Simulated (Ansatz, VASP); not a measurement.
# Mo: VASP beside Ansatz

Contents of INCAR:

```
  PREC = Accurate
  ENCUT = 520
  EDIFF = 1E-7
  ISMEAR = 1
  SIGMA = 1.0
  LREAL = F
  LASPH = T
  NELM = 60
  ALGO = Normal
  ISIF = 2
  LWAVE = F
  LCHARG = T
  GGA = PE
  LELF = T
  LVHAR = T
  NBANDS = 13
```

File KPOINTS:

```
regular mesh
0
Gamma
  14 14 14
```

The input POSCAR:

```
Mo
1.0
   -1.5813793950      1.5813793950      1.5813793950
    1.5813793950     -1.5813793950      1.5813793950
    1.5813793950      1.5813793950     -1.5813793950
Mo
1
Direct
    0.0000000000      0.0000000000      0.0000000000
```

Input for Ansatz:

```yaml
crystal:
  lattice:
    - [-1.581379395, 1.581379395, 1.581379395]
    - [1.581379395, -1.581379395, 1.581379395]
    - [1.581379395, 1.581379395, -1.581379395]
  atoms:
    - { symbol: Mo, position: [0.0, 0.0, 0.0] }
hamiltonian:
  xc: pbe
  pseudopotentials:
    kind: paw
    azcp:
      Mo: "pseudopotentials/Mo.paw.azcp"
basis:
  ecutwfc: 420
  fft_grid_basis: typed
kpoints:
  mp_grid: { grid: [14, 14, 14], shift: [0, 0, 0] }
magnetization:
  spin_polarized: false
scf:
  occupations: { method: cold, width: 1.0 }
  lower_state_search: "off"
output:
  stress: true
```

Alike in both runs: task single point; functional PBE; k mesh 14 × 14 × 14; no spin polarisation.

|  | VASP | Ansatz |
| --- | --- | --- |
| version | VASP 6.6.1 | Ansatz 0.2.0 |
| potentials or method | VASP PAW PBE potentials, release 64 (Mo_sv) | plane waves (420 eV) with PAW, scalar-relativistic |
| plane-wave cutoff (eV) | 520 | 420 |
| occupations | methfessel-paxton of order 1, width 1 eV | cold, width 1 eV |
| valence electrons in the cell | 14 | 14 |

VASP gave:

```
pressure (GPa) : -0.8
```

Question: Estimate Ansatz's values.

Answer: Pressure (GPa): -2.3.
